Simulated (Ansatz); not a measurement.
The system is Pd.

```
Pd
1.0
     2.78367    0.00000    0.00000
    -1.39183    2.41072    0.00000
     0.00000    0.00000    4.62889
Pd
2
Direct
  0.33333 0.66667 0.25000
  0.66667 0.33333 0.75000
```

This isn't the form of Pd at room conditions, which is fcc.

* Program: Ansatz 0.2.0
* Task: relaxation of cell and atoms
* Functional: PBEsol
* Dispersion: D3(BJ)
* Potentials or basis: Ansatz PAW
* Cutoff: 420 eV (not typed: the program's choice for these potentials)
* k mesh: 11 × 11 × 6
* Occupations: fermi-dirac, width 0.05 eV
* Spin: no spin polarisation

At the start: volume 15.53 Å³/atom.

Question: How do energy, volume and symmetry change on relaxing?

Answer: It ends after 9 steps and the volume is 14.14 Å³/atom (-9.0 %); space group P6_3/mmc (No. 194, to 0.05 Å).

The path:
```
step  energy change (eV)  largest force (eV/Å)  volume (Å³)
   1              0.0000                0.0000        31.06
   2             -0.1046                0.0000        26.85
   3             -0.1579                0.0000        28.58
   4             -0.1604                0.0000        28.27
   5             -0.1604                0.0000        28.27
   6             -0.1604                0.0000        28.27
   7             -0.1593                0.0000        28.27
   8             -0.1593                0.0000        28.27
   9             -0.1593                0.0000        28.27
```

Final structure:
```cif
data_structure
_symmetry_space_group_name_H-M 'P 1'
_symmetry_Int_Tables_number 1
_cell_length_a 2.6963
_cell_length_b 2.6963
_cell_length_c 4.4907
_cell_angle_alpha 90.000
_cell_angle_beta 90.000
_cell_angle_gamma 120.000
_cell_volume 28.27
loop_
_atom_site_label
_atom_site_type_symbol
_atom_site_fract_x
_atom_site_fract_y
_atom_site_fract_z
_atom_site_occupancy
Pd1 Pd 0.33333 0.66667 0.25000 1
Pd2 Pd 0.66667 0.33333 0.75000 1
```

Caveat: the plane-wave basis is chosen anew once the cell has moved, so the energies of steps on either side of that aren't comparable; pairwise dispersion overbinds metals, which lowers pressure and volume; the PAW data sets come from PBE, with cores solved anew for the run's functional, which leaves a small shift of forces and pressure.
